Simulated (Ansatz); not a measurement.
# Stretching the linear K chain

Does stretching change the magnetism or the channel count of the linear K chain?

Program: Ansatz 0.2.0. Level of theory: DFT PBEsol, plane waves, PAW; relaxation of a chain's period, in the first sound run; inputs show where later runs differ. Results are calculated unless marked as measured.

### Step 1. The starting structure

The cell holds 1 atom: 1 K. Cell: a = 7.500 Å, b = 7.500 Å, c = 3.776 Å, α = 90.0°, β = 90.0°, γ = 90.0°. Vacuum lies along a and b. The structure's axis is c.

### Step 2. Relaxation of atoms and period

Band widths follow the bond lengths, so the chain is relaxed first. The atoms and the third cell vector are free; the box across stays fixed as vacuum. Moments are seeded so that a magnetic state can form if it lies lower. A Fermi-Dirac smearing is set since the result may be a metal. The pressure printed is a third of the stress's trace over the whole box, vacuum included; only the stress along the axis is relaxed.

File input.yaml:

```yaml
crystal:
  lattice:
    - [7.5, 0.0, 0.0]
    - [0.0, 7.5, 0.0]
    - [0.0, 0.0, 3.7758]
  atoms:
    - { symbol: K, position: [0.5, 0.5, 0.0], spin: 0.5 }
magnetization:
  spin_polarized: true
kpoints:
  mp_grid: { grid: [1, 1, 22] }
scf:
  occupations: { method: fermi_dirac, width: 0.05 }
hamiltonian:
  xc: pbesol
relax:
  cell: { fix: [a, b, alpha, beta, gamma] }
  max_steps: 60
```

Command:

```console
$ ansatz run input.yaml --threads 4 --pin off --max-ram 8192MiB --backend cpu --events-out ev --progress --plain --runs-dir out
```

Numbers of over 12 decimals in the logs are rounded to 6 here.

What it wrote:

```text
Engine: ansatz 0.2.0, x86_64-unknown-linux-gnu
Pseudopotentials: kind: paw
Pseudopotential: K, paw, valence charge 9, recommended cutoff 420 eV (normal), K.paw.azcp
Functional definition: PBEsol
  exchange = pbesol_x
  correlation = pbesol_c
Crystal: 1 atoms, lattice volume = 212.389 Å³
Basis set: ecut = 420 eV, 4149 PW (Γ), exchange–correlation on 108×108×54 points (8 copies of the dense FFT grid, shifted against one another)
Bands: 9, of which v1, the nominal top of the filled ones, is band 5 counted from 1 (4 counted from 0)
Symmetry: 16 space group operations
Space group: P4/mmm (ITA 123), of the structure as read, at distance tolerance 6.0e-5 Å
Magnetic group: BNS 123.339 (UNI 999), of the structure as read, at distance tolerance 6.0e-5 Å
k-points: 12 of 22
Non-local potential: K, projectors of the file, l = 0: 3, l = 1: 2, l = 2: 2
PAW form: soft (Blöchl's): semilocal exchange-correlation on the pseudo side does not see the compensation charge
PAW frozen core: K, regenerated for the run's functional, and the local potential with it (the file was generated under x = pbe(κ = 0.804, μ = 0.219515), c = pbe(β = 0.066725))
PAW one-centre angular grid: K, 110 points (default); XC on 64 Gauss nodes
Initial density: superposition of atomic densities (neutral atoms: chi_scale 0, normalization atom)
Starting moments: Σ|m| = 0.5 μB on 1 of 1 site
Initial wavefunctions: pseudopotential atomic-orbital guess
Functional: x = pbesol(κ = 0.804, μ = 0.123457), c = pbesol(β = 0.046)
iter 1 solved again at ethr=3.23e-4 eV; its pass at ethr=3.10e-3 eV (dr2=2.91e-2 eV) is discarded
SCF iter   1: F=—  HF=-1515.675495 eV  |F-HF|=—  |Δ(HF+E_count)|=         —  Δρ=8.34e-3 (↑8.34e-3 ↓6.29e-3)  dr2=2.84e-2  dr2_m=1.03e-1  M=0.019 μB ∫|m|=0.029 μB  β_m=0.30  ethr=3.23e-4  ⟨swp⟩=1.0  Hψ=2083  notcnv=0
preconditioner: auto → none  [insulator: Δε(μ)=0.188 eV  Ē_g=2.927 eV  σ=0.050 eV  W_gap=0.73  n_scr=8 (ndim 8)  ℏωp=2.5 eV  f_vac=0.389  D(μ)=0.53/eV (n_scr^D=0)  ε∞_Penn≈1.8]
SCF iter   2: F=—  HF=-1515.699498 eV  |F-HF|=—  |Δ(HF+E_count)|=   2.40e-2  Δρ=5.64e-3 (↑5.64e-3 ↓4.77e-3)  dr2=1.01e-2  dr2_m=5.23e-2  M=0.013 μB ∫|m|=0.021 μB  β_m=0.30  ethr=3.15e-4  ⟨swp⟩=2.6  Hψ=365  notcnv=0
SCF iter   3: F=—  HF=-1515.716060 eV  |F-HF|=—  |Δ(HF+E_count)|=   1.66e-2  Δρ=3.84e-3 (↑3.54e-3 ↓3.84e-3)  dr2=1.30e-3  dr2_m=2.64e-2  M=0.009 μB ∫|m|=0.016 μB  β_m=0.30  ethr=1.12e-4  ⟨swp⟩=2.9  Hψ=438  notcnv=0
SCF iter   4: F=—  HF=-1515.723734 eV  |F-HF|=—  |Δ(HF+E_count)|=   7.67e-3  Δρ=2.63e-3 (↑2.63e-3 ↓2.61e-3)  dr2=2.80e-5  dr2_m=1.34e-2  M=0.007 μB ∫|m|=0.012 μB  β_m=0.30  ethr=1.45e-5  ⟨swp⟩=2.7  Hψ=374  notcnv=0
SCF iter   5: F=—  HF=-1515.727020 eV  |F-HF|=—  |Δ(HF+E_count)|=   3.29e-3  Δρ=1.88e-3 (↑1.88e-3 ↓1.86e-3)  dr2=1.20e-5  dr2_m=6.78e-3  M=0.005 μB ∫|m|=0.009 μB  β_m=0.30  ethr=3.11e-7  ⟨swp⟩=2.0  Hψ=326  notcnv=0
SCF iter   6: F=—  HF=-1515.728675 eV  |F-HF|=—  |Δ(HF+E_count)|=   1.66e-3  Δρ=1.33e-3 (↑1.33e-3 ↓1.33e-3)  dr2=4.34e-7  dr2_m=3.44e-3  M=0.004 μB ∫|m|=0.007 μB  β_m=0.30  ethr=1.33e-7  ⟨swp⟩=2.0  Hψ=328  notcnv=0
Mixer restart at iter 6: flushing history
spin-set hold released at iteration 6 (site moments contracting): the magnetisation degrees of freedom join the quasi-Newton model from the next iteration; the mixer history was flushed
SCF iter   7: F=—  HF=-1515.729502 eV  |F-HF|=—  |Δ(HF+E_count)|=   8.27e-4  Δρ=9.49e-4 (↑9.49e-4 ↓9.49e-4)  dr2=2.31e-7  dr2_m=1.75e-3  M=0.003 μB ∫|m|=0.005 μB  β_m=0.65  ethr=4.83e-9  ⟨swp⟩=3.0  Hψ=404  notcnv=0
SCF iter   8: F=—  HF=-1515.730349 eV  |F-HF|=—  |Δ(HF+E_count)|=   8.47e-4  Δρ=1.42e-5 (↑1.42e-5 ↓1.40e-5)  dr2=2.49e-9  dr2_m=3.86e-7  M=0.000 μB ∫|m|=0.001 μB  β_m=0.82  ethr=2.56e-9  ⟨swp⟩=3.0  Hψ=437  notcnv=0
SCF iter   9: F=—  HF=-1515.730324 eV  |F-HF|=—  |Δ(HF+E_count)|=   2.55e-5  Δρ=4.67e-6 (↑4.32e-6 ↓4.67e-6)  dr2=2.19e-9  dr2_m=3.93e-8  M=0.000 μB ∫|m|=0.000 μB  β_m=0.91  ethr=2.77e-11  ⟨swp⟩=4.5  Hψ=587  notcnv=0
SCF iter  10: F=—  HF=-1515.730324 eV  |F-HF|=—  |Δ(HF+E_count)|=   2.75e-7  Δρ=8.43e-7 (↑8.43e-7 ↓6.52e-7)  dr2=1.32e-9  dr2_m=9.72e-10  M=0.000 μB ∫|m|=0.000 μB  β_m=0.91  ethr=2.43e-11  ⟨swp⟩=3.5  Hψ=544  notcnv=0
SCF iter  11: F=—  HF=-1515.730324 eV  |F-HF|=—  |Δ(HF+E_count)|=   1.31e-8  Δρ=3.75e-7 (↑3.64e-7 ↓3.75e-7)  dr2=1.68e-10  dr2_m=2.29e-10  M=0.000 μB ∫|m|=0.000 μB  β_m=0.95  ethr=1.47e-11  ⟨swp⟩=3.0  Hψ=483  notcnv=0
SCF iter  12: F=—  HF=-1515.730324 eV  |F-HF|=—  |Δ(HF+E_count)|=   3.66e-9  Δρ=1.61e-7 (↑1.31e-7 ↓1.61e-7)  dr2=4.51e-11  dr2_m=3.51e-11  M=0.000 μB ∫|m|=0.000 μB  β_m=0.86  ethr=1.87e-12  ⟨swp⟩=2.5  Hψ=434  notcnv=0
SCF iter  13: F=-1515.730324 eV  HF=-1515.730324 eV  |F-HF|=2.27e-13  |Δ(HF+E_count)|=  5.40e-10  Δρ=3.45e-8 (↑2.48e-8 ↓3.45e-8)  dr2=3.95e-12  dr2_m=1.62e-12  M=0.000 μB ∫|m|=0.000 μB  ethr=1.00e-12  ⟨swp⟩=2.5  Hψ=432  notcnv=0
WARN: the starting moments were not kept: the SCF closed with an absolute magnetisation of 4.1e-6 μB, where they sum to 0.5 μB in size (1 site). That is at most 0.1 of that sum. Measured as dr2_m measures the in/out step, that magnetisation stands 6.8e-13 eV from none, at or under the dr2_threshold of 1.0e-7 eV: it is no larger than a step whose dr2_m would equal this threshold. The system may hold no moment; this SC [...]
SCF 1 converged in 13 iterations: F = -1515.730324 eV  dr2 = 3.95e-12
  greatest PAW one-centre occupation: 0.988 electrons in one spin orbital (limit 2), on the K atom at site 0 (counted from 0), in its partial waves of l = 0
relax step   1: F+E_penalty+E_count = -1515.73032395 eV  Δ(F+E_penalty+E_count) = +0.000e0 eV  max|allowed force component| = 0.000e0 eV/Å  Δτ_max = 0.0000 Å  P = -0.189 GPa  Ω = 212.389 Å³  fix = [a, b, alpha, beta, gamma]  reactions: a -0.576, b -0.576 GPa  (13 SCF iters, dr2 threshold 1.00e-7 eV, accepted)
Crystal: 1 atoms, lattice volume = 214.294 Å³
Basis set: ecut = 420 eV, 4189 PW (Γ), exchange–correlation on 108×108×54 points (8 copies of the dense FFT grid, shifted against one another)
Initial density: handed on by an earlier stage of this run
Starting moments: Σ|m| = 0.5 μB on 1 of 1 site; this step starts from the density that it was given
Initial wavefunctions: those handed on with the density
iter 1 solved again at ethr=1.09e-6 eV; its pass at ethr=3.10e-3 eV (dr2=9.79e-5 eV) is discarded
SCF iter   1: F=—  HF=-1515.736942 eV  |F-HF|=—  |Δ(HF+E_count)|=         —  Δρ=7.26e-5 (↑7.26e-5 ↓4.65e-5)  dr2=4.32e-6  dr2_m=6.64e-6  M=-0.000 μB ∫|m|=0.001 μB  β_m=0.30  ethr=1.09e-6  ⟨swp⟩=2.8  Hψ=2123  notcnv=0
[...]
iter 6 did not close the SCF: its close was put off for a magnetic moment that had not settled (scf_convergence_deferred on its scf_iter line)
SCF iter   6: F=-1515.762318 eV  HF=-1515.762318 eV  |F-HF|=1.48e-9  |Δ(HF+E_count)|=   1.17e-8  Δρ=2.58e-7 (↑2.58e-7 ↓2.55e-7)  dr2=3.03e-12  dr2_m=1.35e-10  M=-0.000 μB ∫|m|=0.000 μB  β_m=0.92  ethr=1.97e-12  ⟨swp⟩=1.0  Hψ=653  notcnv=0
SCF iter   7: F=-1515.762318 eV  HF=-1515.762318 eV  |F-HF|=2.27e-11  |Δ(HF+E_count)|=   2.42e-9  Δρ=3.24e-8 (↑3.24e-8 ↓3.06e-8)  dr2=2.83e-13  dr2_m=2.00e-12  M=-0.000 μB ∫|m|=0.000 μB  ethr=1.00e-12  ⟨swp⟩=1.0  Hψ=659  notcnv=0
the starting moments were not kept: the SCF closed with an absolute magnetisation of 4.6e-6 μB, where they sum to 0.5 μB in size (1 site). That is at most 0.1 of that sum. Measured as dr2_m measures the in/out step, that magnetisation stands 8.3e-13 eV from none, at or under the dr2_threshold of 1.0e-7 eV: it is no larger than a step whose dr2_m would equal this threshold.
SCF 3 converged in 7 iterations: F = -1515.762318 eV  dr2 = 2.83e-13
  greatest PAW one-centre occupation: 0.987 electrons in one spin orbital (limit 2), on the K atom at site 0 (counted from 0), in its partial waves of l = 0
relax step   3: F+E_penalty+E_count = -1515.76231784 eV  Δ(F+E_penalty+E_count) = -2.537e-2 eV  max|allowed force component| = 0.000e0 eV/Å  Δτ_max = 0.0000 Å  P = -0.272 GPa  Ω = 224.648 Å³  energy of the carried Pulay correction = -3.140e-6 eV  fix = [a, b, alpha, beta, gamma]  reactions: a -0.542, b -0.542 GPa  (7 SCF iters, dr2 threshold 1.00e-7 eV, accepted)
[...]
relax step   4: F+E_penalty+E_count = -1515.77291282 eV  Δ(F+E_penalty+E_count) = -1.059e-2 eV  max|allowed force component| = 0.000e0 eV/Å  Δτ_max = 0.0000 Å  P = -0.323 GPa  Ω = 235.002 Å³  energy of the carried Pulay correction = -5.760e-6 eV  fix = [a, b, alpha, beta, gamma]  reactions: a -0.519, b -0.519 GPa  (7 SCF iters, dr2 threshold 1.00e-7 eV, accepted)
[...]
relax step   5: F+E_penalty+E_count = -1515.77372864 eV  Δ(F+E_penalty+E_count) = -8.158e-4 eV  max|allowed force component| = 0.000e0 eV/Å  Δτ_max = 0.0000 Å  P = -0.335 GPa  Ω = 238.006 Å³  energy of the carried Pulay correction = -6.515e-6 eV  fix = [a, b, alpha, beta, gamma]  reactions: a -0.512, b -0.512 GPa  (6 SCF iters, dr2 threshold 1.17e-8 eV, accepted)
[...]
relax step   6: F+E_penalty+E_count = -1515.77380138 eV  Δ(F+E_penalty+E_count) = -7.274e-5 eV  max|allowed force component| = 0.000e0 eV/Å  Δτ_max = 0.0000 Å  P = -0.340 GPa  Ω = 239.177 Å³  energy of the carried Pulay correction = -6.809e-6 eV  fix = [a, b, alpha, beta, gamma]  reactions: a -0.510, b -0.510 GPa  (6 SCF iters, accepted)
Basis set: ecut = 420 eV, 4647 PW (Γ), exchange–correlation on 108×108×60 points (8 copies of the dense FFT grid, shifted against one another)
Initial wavefunctions: pseudopotential atomic-orbital guess (no wavefunctions were taken with the density)
iter 1 solved again at ethr=2.39e-7 eV; its pass at ethr=3.10e-3 eV (dr2=2.15e-5 eV) is discarded
SCF iter   1: F=—  HF=-1515.774115 eV  |F-HF|=—  |Δ(HF+E_count)|=         —  Δρ=2.29e-5 (↑2.29e-5 ↓2.29e-5)  dr2=7.55e-7  dr2_m=1.41e-12  M=-0.000 μB ∫|m|=0.000 μB  β_m=0.30  ethr=2.39e-7  ⟨swp⟩=3.2  Hψ=2394  notcnv=0
preconditioner: auto → none  [insulator: Δε(μ)=0.210 eV  Ē_g=2.799 eV  σ=0.050 eV  W_gap=0.78  n_scr=10 (ndim 8)  ℏωp=2.4 eV  f_vac=0.253  D(μ)=0.73/eV (n_scr^D=0)  ε∞_Penn≈1.7]
SCF iter   2: F=—  HF=-1515.774044 eV  |F-HF|=—  |Δ(HF+E_count)|=   7.04e-5  Δρ=1.56e-5 (↑1.56e-5 ↓1.55e-5)  dr2=3.24e-7  dr2_m=1.13e-12  M=-0.000 μB ∫|m|=0.000 μB  β_m=0.58  ethr=8.39e-9  ⟨swp⟩=1.4  Hψ=254  notcnv=0
SCF iter   3: F=—  HF=-1515.774043 eV  |F-HF|=—  |Δ(HF+E_count)|=   1.03e-6  Δρ=1.56e-6 (↑1.55e-6 ↓1.56e-6)  dr2=2.93e-9  dr2_m=3.87e-13  M=-0.000 μB ∫|m|=0.000 μB  β_m=0.62  ethr=3.61e-9  ⟨swp⟩=2.1  Hψ=290  notcnv=0
SCF iter   4: F=—  HF=-1515.774043 eV  |F-HF|=—  |Δ(HF+E_count)|=   8.72e-9  Δρ=1.74e-7 (↑1.74e-7 ↓1.73e-7)  dr2=1.05e-10  dr2_m=7.83e-14  M=-0.000 μB ∫|m|=0.000 μB  β_m=0.78  ethr=3.26e-11  ⟨swp⟩=2.7  Hψ=309  notcnv=0
SCF iter   5: F=-1515.774043 eV  HF=-1515.774043 eV  |F-HF|=1.14e-12  |Δ(HF+E_count)|=   5.28e-8  Δρ=1.57e-8 (↑1.54e-8 ↓1.57e-8)  dr2=1.84e-12  dr2_m=1.00e-14  M=-0.000 μB ∫|m|=0.000 μB  ethr=1.00e-12  ⟨swp⟩=5.0  Hψ=721  notcnv=0
the starting moments were not kept: the SCF closed with an absolute magnetisation of 2.5e-7 μB, where they sum to 0.5 μB in size (1 site). That is at most 0.1 of that sum. Measured as dr2_m measures the in/out step, that magnetisation stands 2.7e-15 eV from none, at or under the dr2_threshold of 1.0e-11 eV: it is no larger than a step whose dr2_m would equal this threshold.
SCF 7 converged in 5 iterations: F = -1515.774043 eV  dr2 = 1.84e-12
relax step   7: F+E_penalty+E_count = -1515.77404333 eV  Δ(F+E_penalty+E_count) = -2.419e-4 eV  max|allowed force component| = 0.000e0 eV/Å  Δτ_max = 0.0000 Å  P = -0.337 GPa  Ω = 239.177 Å³  fix = [a, b, alpha, beta, gamma]  reactions: a -0.509, b -0.509 GPa  stress off target by 7.23e-3 GPa on what of the cell is left free  SCF on the basis re-selected at this cell (its energy is not comparable with the rows above)  (5 SCF iters)
basis re-selected at this cell: Δ(F+E_penalty+E_count) = -2.419e-4 eV, ΔP = +0.003 GPa vs the last step (what re-selecting the basis moved, of the pressure what is left beyond the Pulay correction that the steps carried, after the strain that the cell walked since its last selection, with what the two solves' SCF thresholds leave and, on support functions, any second-order correction that the steps lacked; it is no measure of the basis error at this ecutwfc). The dense FFT grid was sized anew with the basis: this SCF ran on 54×54×30 points, the steps before it on 54×54×27, so part of this shift can come from that change (see relax.cell in the input reference). [rest of the remark cut]
SCF converged after 5 iterations
Magnetization: -0.0000 μB (4.5000 up, 4.5000 down)
Absolute magnetization: 0.0000 μB (∫|ρ↑−ρ↓|, with the PAW one-centre terms)
Spin contamination: 0.0000 ħ² per cell (⟨S²⟩ above its minimum at these occupations)
Per-site moments (μB) at R_I (Å): [(-7.54180135782122e-8, 1.753967)]
Free energy (F): -1515.774043 eV
Harris-Foulkes:  -1515.774043 eV  (|F-HF|=1.14e-12)
Internal energy: -1515.767448 eV  (E = F + TS)
E sigma→0 (E₀):  -1515.770746 eV
Entropy (-TS):   -0.006595 eV (-6.595 meV/atom)
Fermi energy:    -1.475663 eV
--- Per-component energies (eV) ---
  E_band       = -174.331607
  E_kinetic    = 250.609062
  E_local      = -1054.870987  (includes V_loc(G=0)·N_el)
  E_nonlocal   = 13.861496
  E_hartree    = 402.933836
  E_xc         = -131.013368
  E_vxc        = -160.408100  (∫ρ·V_xc dr)
  E_paw        = -761.787801  (= ΣΔE_a)
  E_vpaw       = -29.390780  (= ΣTr[D̂ρ^β])
  E_aug_tail   = -0.000003  (compensation charges beyond the density's cutoff)
  E_ewald      = -235.607568
  E_core_change = 0.107885  (= ΣΔE_core)
  E_smearing   = -0.006595  (= −TS)
  E_closure    = 0.000000  (closes the sum)
  Σ components = -1515.774043   (vs F -1515.774043, Δ=0.00e0)
--- Forces (eV/Å), atoms counted from 1 ---
  atom   1  K      0.00000000     0.00000000     0.00000000
  max |Σ_I F_I| component: 0.00e0 eV/Å
--- Stress (GPa, compression-positive) ---
       -0.509265       0.000000       0.000000
        0.000000      -0.509265       0.000000
        0.000000       0.000000       0.007233
  P = ⅓ Tr σ = -0.3371 GPa (-3.371 kbar)
--- Relaxed structure (6 steps of the walk, 6 accepted, 1 SCFs on fresh bases) ---
  F+E_penalty+E_count = -1515.77404333 eV   max|allowed force component| = 0.000e0 eV/Å   (the final SCF, on the basis selected at the relaxed cell)
  cell:  # Å, volume = 239.1774 Å³
    - [7.5, 0.0, 0.0]
    - [0.0, 7.5, 0.0]
    - [0.0, 0.0, 4.252042]
  atoms:
    - { symbol: K, position: [0.5, 0.5, 0.0] }
```

The job ended after 6.2 s (4 threads of Intel Xeon 6975P-C (Granite Rapids), shared host; peak memory 0.49 GiB; 13 s of CPU time).

Relaxation path:

```
step  energy less that of the first step (eV)  largest force component (eV/Å)  pressure (GPa)  volume (Å³)
   1                                   0.0000                          0.0000           -0.19       212.39
   2                                  -0.0066                          0.0000           -0.20       214.29
   3                                  -0.0320                          0.0000           -0.27       224.65
   4                                  -0.0426                          0.0000           -0.32       235.00
   5                                  -0.0434                          0.0000           -0.34       238.01
   6                                  -0.0435                          0.0000           -0.34       239.18
  7*                                  -0.0437                          0.0000           -0.34       239.18
```

Relaxation steps marked * repeat the geometry before them on a plane-wave basis chosen anew for their cell, so energy and pressure can jump there.

```
cell as run  before  after   change
      c (Å)   3.776  4.252  +12.6 %
```

Final coordinates:

```xyz
1
Lattice="7.5000 0.0000 0.0000 0.0000 7.5000 0.0000 0.0000 0.0000 4.2520" Properties=species:S:1:pos:R:3
K     3.7500    3.7500    0.0000
```

Numbers from this step:

```
energy at zero smearing    : -1515.7707 eV
cell length along the wire : 4.252 Å
```

The cell's length comes to 4.252 Å with no moment. That is +13 % against the start, more than a small adjustment.

The cell grew by 12.6 % in its periodic edges.

### Step 3. The chain at a fixed length, period over the relaxed period 0.88, k-mesh 1×1×22

This step: DFT PBEsol, plane waves, PAW; channels and complex bands of a perfect chain (Ansatz 0.2.0).

The period is set to 0.88 times the relaxed one: shorter bonds widen the bands.

The cell differs from the one that the last finished run ended in (c 4.252 → 3.742 Å).

input.yaml, the sections that differ from step 2:

```yaml
crystal:
  lattice:
    - [7.5, 0.0, 0.0]
    - [0.0, 7.5, 0.0]
    - [0.0, 0.0, 3.7417970991]
  atoms:
    - { symbol: K, position: [0.5, 0.5, 0.0], spin: 0.5 }
output:
  transmission:
    e_range: [-2, 2]
    de: 0.035
    kmesh: [1, 1]
    reduced_basis: true
    leads: [[0, 0]]
  stress: true
# magnetization, kpoints, scf, hamiltonian: as in step 2
# relax: removed
```

What it wrote:

```text
[...]
Crystal: 1 atoms, lattice volume = 210.476 Å³
Basis set: ecut = 420 eV, 4109 PW (Γ)
Bands: 9, of which v1, the nominal top of the filled ones, is band 5 counted from 1 (4 counted from 0)
Symmetry: 16 space group operations
[...]
k-points: 12 of 22
[...]
Starting moments: Σ|m| = 0.5 μB on 1 of 1 site
[...]
SCF iter  12: F=-1515.722980 eV  HF=-1515.722980 eV  |F-HF|=6.59e-12  |Δ(HF+E_count)|=  4.54e-10  Δρ=2.48e-8 (↑2.01e-8 ↓2.48e-8)  dr2=2.71e-13  dr2_m=9.22e-13  M=-0.000 μB ∫|m|=0.000 μB  ethr=1.71e-12  ⟨swp⟩=2.5  Hψ=432  notcnv=0
SCF 1 converged in 12 iterations: F = -1515.722980 eV  dr2 = 2.71e-13
[...]
transmission: 10 of 60 steps passed
transmission: 15 of 60 steps passed
[...]
transmission: 60 of 60 steps passed
SCF converged after 12 iterations
Magnetization: -0.0000 μB (4.5000 up, 4.5000 down)
Absolute magnetization: 0.0000 μB (∫|ρ↑−ρ↓|, with the PAW one-centre terms)
[...]
Per-site moments (μB) at R_I (Å): [(3.2722990435046144e-7, 1.543491)]
Free energy (F): -1515.722980 eV
[...]
Internal energy: -1515.718738 eV  (E = F + TS)
E sigma→0 (E₀):  -1515.720859 eV
Entropy (-TS):   -0.004242 eV (-4.242 meV/atom)
Fermi energy:    -1.263306 eV
[...]
--- Stress (GPa, compression-positive) ---
       -0.581844       0.000000       0.000000
        0.000000      -0.581844       0.000000
        0.000000       0.000000       0.644943
  P = ⅓ Tr σ = -0.1729 GPa (-1.729 kbar)
--- Band table (eV; the first three rows and the last of 24) ---
[...]
--- Transmission ---
  basis      : 497 plane waves across, 5 finite elements along
  points     : 1, standing for a mesh of 1 x 1
  filling    : by the input's occupations and mesh, since the crystals that have channels conduct as metals do. If one of these is a semiconductor, that mesh has misplaced its level
  energies   : 115 from -2.000000 to 1.990000 eV about the Fermi level, 0.035000 eV apart; the leads are filled to 0.000000 eV, and channels, transmission and decay are at -0.005000 eV
  crystal 0  : K1, at the sites [0, 0], period 3.7418 Å: whole cells are its period
    offset         : up to 0.0000 Å between an atom of the period and one for which it stands
    filled         : 4.8 meV over the level at which it is neutral
    channels       : 1.000000e0 up, 1.000000e0 down
    conductance    : 1.3774e14 S/m² at 300 K; may be off by some 0.0 % by where its bands' edges are placed, 0.0 % from the distance to neutral
```

Run time: 15 s. Hardware: 4 threads; peak memory 0.5 GiB.

In the SCF lines HF is the Harris–Foulkes energy and dr2 the Hartree energy of the density residual, in eV; the loop may stop once dr2 is under the threshold and the program's other checks hold. Hψ counts applications of the Hamiltonian.

This step gave:

```
energy at zero smearing                                   : -1515.7209 eV
channels at the energy nearest the Fermi level, spin up   : 1
channels at the energy nearest the Fermi level, spin down : 1
conductance of the lead as this run defines it            : 1.0000 G₀
band gap                                                  : 0 eV
```

Table of open channels of the lead by energy, zero at the Fermi level:

```
energy (eV)  spin up  spin down
     -0.810        0          0
     -0.600        1          1
     -0.390        1          1
     -0.215        1          1
     -0.005        1          1
      0.205        1          1
      0.415        1          1
      0.590        1          1
      0.800        1          1
      1.010        1          1
      1.185        1          1
      1.395        1          1
      1.605        1          1
      1.815        1          1
```

At the computed energy nearest the Fermi level there are 1 spin-up and 1 spin-down channels, and the thermal average gives 1.000 G₀.

(Continued in part 2 of 2.)

[Logs are printed without paths, hosts, clocks, repeated set-up lines and the standing remarks that a program may print on its own settings, such as how far it seeks lower states.]

[Hosts, paths, dates, database ids (printed as entryN), source tags and the programs' standing remarks are cut or masked in the printed files.]
